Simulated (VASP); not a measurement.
# GaN in VASP: work function with PBE

Aim: the work function of GaN with PBE.

Everything below comes from runs of VASP 6.6.1. Logs are shortened: lines on timing, memory, paths and dates and some standing lists are left out, and cuts for length are marked.

## 1. The structure

The cell holds a sheet with vacuum, 2 atoms: a = 3.204 Å, b = 3.204 Å, c = 16.000 Å, α = 90.00°, β = 90.00°, γ = 120.00°.

The cell was built by a generator and needn't be a form met in nature.

## 2. Work function, PBE, non-collinear spin, zero start, spin-orbit coupling

INCAR

```
PREC = Accurate
ENCUT = 520
EDIFF = 1E-7
ISMEAR = 0
SIGMA = 0.03
LREAL = F
LASPH = T
NELM = 60
ALGO = Normal
ISIF = 2
LWAVE = F
LCHARG = T
MAGMOM = 0 0 0 0 0 0
LORBIT = 11
LSORBIT = T
GGA_COMPAT = F
LDIPOL = T
IDIPOL = 3
DIPOL = 0.5 0.5 0.500
GGA = PE
LVHAR = T
LVACPOTAV = T
KPAR = 4
```

KPOINTS

```
regular mesh
0
Gamma
  12 12 1
```

POSCAR

```
GaN                                     
1.0
    3.2042023315      0.0000000000      0.0000000000
   -1.6021011658      2.7749206159      0.0000000000
    0.0000000000      0.0000000000     16.0000000000
  Ga              N             
     1     1
Direct
     0.3333330000000032    0.6666669999999968    0.5000000000000000
     0.6666669999999968    0.3333330000000032    0.5000000000000000
```

Potentials or basis: VASP PAW PBE potentials, release 64 (Ga_d, N).

Run with:

```sh
cat potpaw_PBE.64/Ga_d/POTCAR potpaw_PBE.64/N/POTCAR > POTCAR
mpirun -np 4 vasp_ncl > vasp.out
```

OUTCAR:

```text
PREC = Accurate
   ENCUT = 520
   EDIFF = 1E-7
   ISMEAR = 0
   LREAL = F
   LASPH = T
   NELM = 60
   ISIF = 2
   LORBIT = 11
   LSORBIT = T
   GGA = PE

 ion  position               nearest neighbor table
   1  0.333  0.667  0.500-   2 1.85   2 1.85   2 1.85
   2  0.667  0.333  0.500-   1 1.85   1 1.85   1 1.85

  LATTYP: Found a hexagonal cell.
 ALAT       =     3.2042023315
 C/A-ratio  =     4.9934424686

  Lattice vectors:

 A1 = (   3.2042023315,   0.0000000000,   0.0000000000)
 A2 = (  -1.6021011658,   2.7749206159,   0.0000000000)
 A3 = (   0.0000000000,   0.0000000000,  16.0000000000)

Analysis of symmetry for initial positions (statically):
=====================================================================
 Subroutine PRICEL returns:
 Original cell was already a primitive cell.

 Routine SETGRP: Setting up the symmetry group for a
 hexagonal supercell.

 Subroutine GETGRP returns: Found 12 space group operations
 (whereof 12 operations were pure point group operations)
 out of a pool of 24 trial point group operations.

The static configuration has the point symmetry D_3h.

Analysis of symmetry for dynamics (positions and initial velocities):
=====================================================================
 Subroutine PRICEL returns:
 Original cell was already a primitive cell.

 Routine SETGRP: Setting up the symmetry group for a
 hexagonal supercell.

 Subroutine GETGRP returns: Found 12 space group operations
 (whereof 12 operations were pure point group operations)
 out of a pool of 24 trial point group operations.

The dynamic configuration has the point symmetry D_3h.

Analysis of structural, dynamic, and magnetic symmetry:
=====================================================================
 Subroutine PRICEL returns:
 Original cell was already a primitive cell.

 Routine SETGRP: Setting up the symmetry group for a
 hexagonal supercell.

 Subroutine GETGRP returns: Found 12 space group operations
 (whereof 12 operations were pure point group operations)
 out of a pool of 24 trial point group operations.

The overall configuration has the point symmetry D_3h.

 Subroutine INISYM returns: Found 12 space group operations
 (whereof 12 operations are pure point group operations),
 and found     1 'primitive' translations

----------------------------------------------------------------------------------------

                                     Primitive cell

  volume of cell :     142.2625

  direct lattice vectors                    reciprocal lattice vectors
     3.204202331  0.000000000  0.000000000     0.312090154  0.180185335  0.000000000
    -1.602101166  2.774920616  0.000000000     0.000000000  0.360370669  0.000000000
     0.000000000  0.000000000 16.000000000     0.000000000  0.000000000  0.062500000

  length of vectors
     3.204202331  3.204202330 16.000000000     0.360370669  0.360370669  0.062500000

  position of ions in fractional coordinates (direct lattice)
     0.333333000  0.666667000  0.500000000
     0.666667000  0.333333000  0.500000000

  ion indices of the primitive-cell ions
   primitive index   ion index
                 1           1
                 2           2

----------------------------------------------------------------------------------------

 KPOINTS: regular mesh

Automatic generation of k-mesh.
 Grid dimensions read from file:
 generate k-points for:   12   12    1

 Generating k-lattice:

  Cartesian coordinates                     Fractional coordinates (reciprocal lattice)
     0.026007513  0.015015445  0.000000000     0.083333333  0.000000000  0.000000000
     0.000000000  0.030030889  0.000000000     0.000000000  0.083333333  0.000000000
     0.000000000  0.000000000  0.062500000     0.000000000  0.000000000  1.000000000

  Length of vectors
     0.030030889  0.030030889  0.062500000

  Shift w.r.t. Gamma in fractional coordinates (k-lattice)
     0.000000000  0.000000000  0.000000000

 Subroutine IBZKPT returns following result:
 ===========================================

 Found     31 irreducible k-points:

 Following reciprocal coordinates:
            Coordinates               Weight
  0.000000  0.000000  0.000000      1.000000
  0.083333  0.000000  0.000000      3.000000
 -0.083333  0.000000  0.000000      3.000000
  0.166667  0.000000  0.000000      3.000000
 -0.166667  0.000000  0.000000      3.000000
  0.250000  0.000000  0.000000      3.000000
[... 16 lines left out ...]
  0.250000  0.166667  0.000000      6.000000
 -0.250000 -0.166667  0.000000      6.000000
 [... further k-points ...]
   k-points           NKPTS =     31   k-points in BZ     NKDIM =     31   number of bands    NBANDS=     26
   number of dos      NEDOS =    301   number of ions     NIONS =      2
   total plane-waves  NPLWV =  69120
   dimension x,y,z NGX =    24 NGY =   24 NGZ =  120
   dimension x,y,z NGXF=    48 NGYF=   48 NGZF=  240
   ions per type =               1   1
   NGX,Y,Z   is equivalent  to a cutoff of  12.45, 12.45, 12.47 a.u.
   NGXF,Y,Z  is equivalent  to a cutoff of  24.90, 24.90, 24.94 a.u.
 SYSTEM =  unknown system
   PREC   = accura    normal or accurate (medium, high low for compatibility)
   ISTART =      0    job   : 0-new  1-cont  2-samecut
   ICHARG =      2    charge: 1-file 2-atom 10-const
   ISPIN  =      1    spin polarized calculation?
   LNONCOLLINEAR =      T non collinear calculations
   LSORBIT =      T    spin-orbit coupling
   LASPH  =      T    aspherical Exc in radial PAW
   ENCUT  =  520.0 eV  38.22 Ry    6.18 a.u.   5.96  5.96 29.75*2*pi/ulx,y,z
   NELM   =     60;   NELMIN=  2; NELMDL= -5     # of ELM steps
   EDIFF  = 0.1E-06   stopping-criterion for ELM
   LREAL  =      F    real-space projection
   EDIFFG = 0.1E-05   stopping-criterion for IOM
   NSW    =      0    number of steps for IOM
   IBRION =     -1    ionic relax: 0-MD 1-quasi-New 2-CG
   NFREE  =      0    steps in history (QN), initial steepest desc. (CG)
   ISIF   =      2    stress and relaxation
   ISYM   =      2    0-nonsym 1-usesym 2-fastsym
   POTIM  = 0.5000    time-step for ionic-motion
   TEBEG  =    0.0;   TEEND  =   0.0 temperature during run
   PSTRESS=    0.0 pullay stress
   NELECT =      18.0000    total number of electrons
   NUPDOWN=      -1.0000    fix difference up-down
   EMIN   =  10.00;   EMAX   =-10.00  energy-range for DOS
   EFERMI =   0.00;   METHOD = LEGACY
   ISMEAR =     0;   SIGMA  =   0.03  broadening in eV -4-tet -1-fermi 0-gaus
   EFERMI_NEDOS =   21; number of points for ismear=-14 and -15
   IALGO  =     38    algorithm
   IMIX   =      4    mixing-type and parameters
     AMIX     =   0.40;   BMIX     =  1.00
     AMIX_MAG =   1.60;   BMIX_MAG =  1.00
  volume/ion in A,a.u.               =      71.13       480.02
  Fermi-wavevector in a.u.,A,eV,Ry     =   0.821868  1.553106  9.190291  0.675467
  Thomas-Fermi vector in A             =   1.933103
   LORBIT       =     11    0 simple, 1 ext, 2 COOP (PROOUT), +10 PAW based schemes
   GGA     = PE    functional components
   LHFCALC =     F    Hartree Fock is set to
   AEXX    =    0.0000 exact exchange contribution
   IVDW    =     0    specifies the selected vdW correction
   LEPSILON=     F    determine dielectric tensor
   LRPA    =     F    only Hartree local field effects (RPA)
 Gauss-broadening in eV      SIGMA  =   0.03
  energy-cutoff  :      520.00
  volume of cell :      142.26
 maximum number of plane-waves:      7732
   NGX = 11   NGY = 11   NGZ = 59

 number of electron      18.0000000 magnetization       0.0000000      0.0000000      0.0000000

 dipolmoment           0.000000      0.000000      0.000000 electrons x Angstroem

 number of electron      17.9999988 magnetization      -0.0000000      0.0000000      0.0000000

 number of electron      17.9999988 magnetization      -0.0000000     -0.0000000      0.0000000

 number of electron      17.9999988 magnetization      -0.0000000     -0.0000000     -0.0000000

 dipolmoment           0.000000      0.000000     -0.000000 electrons x Angstroem

 Free energy of the ion-electron system (eV)
  ---------------------------------------------------
  ext. energy  EPLUGINS =         0.00000000
  ---------------------------------------------------
  free energy    TOTEN  =       -11.46001167 eV

  energy without entropy =      -11.46001167  energy(sigma->0) =      -11.46001167

 E-fermi :  -3.5156     XC(G=0):  -2.7285

 val. band max:       -3.6467374241   @ k =   0.3333   0.3333   0.0000
 cond. band min:      -1.4502412804   @ k =   0.0000   0.0000   0.0000
 fundamental gap:      2.1964961437
 Fermi energy:        -3.5156193152

 k-point     1 :       0.0000    0.0000    0.0000
  band No.  band energies     occupation
      1     -18.9477      1.00000
      2     -18.9477      1.00000
      3     -17.2315      1.00000
      4     -17.2315      1.00000
      5     -16.8916      1.00000
      6     -16.8916      1.00000
[... 685 lines left out ...]
     25       4.4594      0.00000
     26       4.4596      0.00000

 [... further k-points ...]

------------------------ aborting loop because EDIFF is reached ----------------------------------------

  FORCE on cell =-STRESS in cart. coord.  units (eV):
  Direction    XX          YY          ZZ          XY          YZ          ZX
  --------------------------------------------------------------------------------------
  -------------------------------------------------------------------------------------
  Total        0.2103142      0.2103142     -0.0106118     -0.0000000      0.0000000      0.0000000
  in kB        2.3685835      2.3685835     -0.1195116     -0.0000000      0.0000000      0.0000000
  external PRESSURE =       1.5392185 kB  Pullay stress =       0.0000000 kB

 VOLUME and BASIS-vectors are now :
 -----------------------------------------------------------------------------
  energy-cutoff  :      520.00
  volume of cell :      142.26
      direct lattice vectors                 reciprocal lattice vectors
     3.204202331  0.000000000  0.000000000     0.312090154  0.180185335  0.000000000
    -1.602101166  2.774920616  0.000000000     0.000000000  0.360370669  0.000000000
     0.000000000  0.000000000 16.000000000     0.000000000  0.000000000  0.062500000

 POSITION                                       TOTAL-FORCE (eV/Angst)
 -----------------------------------------------------------------------------------
     -0.00000      1.84995      8.00000        -0.000000     -0.000000      0.000000
      1.60210      0.92497      8.00000         0.000000      0.000000      0.000000
 -----------------------------------------------------------------------------------
    total drift:                               -0.000479      0.000277      0.000000

  FREE ENERGIE OF THE ION-ELECTRON SYSTEM (eV)
  ---------------------------------------------------
  free  energy   TOTEN  =       -11.4600116660 eV

  energy  without entropy=      -11.4600116660  energy(sigma->0) =      -11.46001167

 vacuum level on the upper side and lower side of the slab         1.645         1.645

 Spin-Orbit-Coupling matrix elements

 Ion:    1  E_soc:     -0.0111661
 l=   1
     0.0000000    -0.0009645    -0.0011437
    -0.0009645     0.0000000    -0.0009645
    -0.0011437    -0.0009645     0.0000000
 l=   2
     0.0000000    -0.0001631     0.0000000    -0.0001631    -0.0006704
    -0.0001631     0.0000000    -0.0005143    -0.0001590    -0.0001631
     0.0000000    -0.0005143     0.0000000    -0.0005143     0.0000000
    -0.0001631    -0.0001590    -0.0005143     0.0000000    -0.0001631
    -0.0006704    -0.0001631     0.0000000    -0.0001631     0.0000000
 l=   3
     0.0000000     0.0000000     0.0000000     0.0000000     0.0000000     0.0000000     0.0000000
     0.0000000     0.0000000     0.0000000     0.0000000     0.0000000     0.0000000     0.0000000
     0.0000000     0.0000000     0.0000000     0.0000000     0.0000000     0.0000000     0.0000000
     0.0000000     0.0000000     0.0000000     0.0000000     0.0000000     0.0000000     0.0000000
     0.0000000     0.0000000     0.0000000     0.0000000     0.0000000     0.0000000     0.0000000
     0.0000000     0.0000000     0.0000000     0.0000000     0.0000000     0.0000000     0.0000000
     0.0000000     0.0000000     0.0000000     0.0000000     0.0000000     0.0000000     0.0000000

 Ion:    2  E_soc:     -0.0001077
 l=   1
     0.0000000    -0.0000190    -0.0000158
    -0.0000190     0.0000000    -0.0000190
    -0.0000158    -0.0000190     0.0000000
 l=   2
     0.0000000     0.0000000     0.0000000     0.0000000     0.0000000
     0.0000000     0.0000000     0.0000000     0.0000000     0.0000000
     0.0000000     0.0000000     0.0000000     0.0000000     0.0000000
     0.0000000     0.0000000     0.0000000     0.0000000     0.0000000
     0.0000000     0.0000000     0.0000000     0.0000000     0.0000000
 l=   3
     0.0000000     0.0000000     0.0000000     0.0000000     0.0000000     0.0000000     0.0000000
     0.0000000     0.0000000     0.0000000     0.0000000     0.0000000     0.0000000     0.0000000
     0.0000000     0.0000000     0.0000000     0.0000000     0.0000000     0.0000000     0.0000000
     0.0000000     0.0000000     0.0000000     0.0000000     0.0000000     0.0000000     0.0000000
     0.0000000     0.0000000     0.0000000     0.0000000     0.0000000     0.0000000     0.0000000
     0.0000000     0.0000000     0.0000000     0.0000000     0.0000000     0.0000000     0.0000000
     0.0000000     0.0000000     0.0000000     0.0000000     0.0000000     0.0000000     0.0000000

 total charge

# of ion       s       p       d       tot
------------------------------------------
    1        0.836   0.905  10.159  11.900
    2        1.220   2.514   0.000   3.734
--------------------------------------------------
tot          2.056   3.419  10.159  15.634

 magnetization (x)

# of ion       s       p       d       tot
------------------------------------------
    1        0.000   0.000   0.000   0.000
    2       -0.000  -0.000   0.000  -0.000
--------------------------------------------------
tot          0.000  -0.000   0.000   0.000

 magnetization (y)

# of ion       s       p       d       tot
------------------------------------------
    1        0.000   0.000  -0.000   0.000
    2        0.000   0.000   0.000   0.000
--------------------------------------------------
tot          0.000   0.000  -0.000   0.000

 magnetization (z)

# of ion       s       p       d       tot
------------------------------------------
    1        0.000   0.000   0.000   0.000
    2        0.000  -0.000   0.000  -0.000
--------------------------------------------------
tot          0.000  -0.000   0.000  -0.000
```

Wall time 2.5 min (4 MPI ranks of Intel Xeon Platinum 8488C (Sapphire Rapids), shared host); peak memory 0.62 GiB.

What came out:

```
Free energy                                           : -11.4600 eV
Net moment                                            : 0.00 μB per cell
Valence electrons inside the program's atomic spheres : Ga 11.90; N 3.73
Work function of the upper face                       : 5.16 eV
Work function of the lower face                       : 5.16 eV
```

Moments on the atoms (μB; x, y, z):
```
Ga  0.00 0.00 0.00
N   0.00 0.00 0.00
```
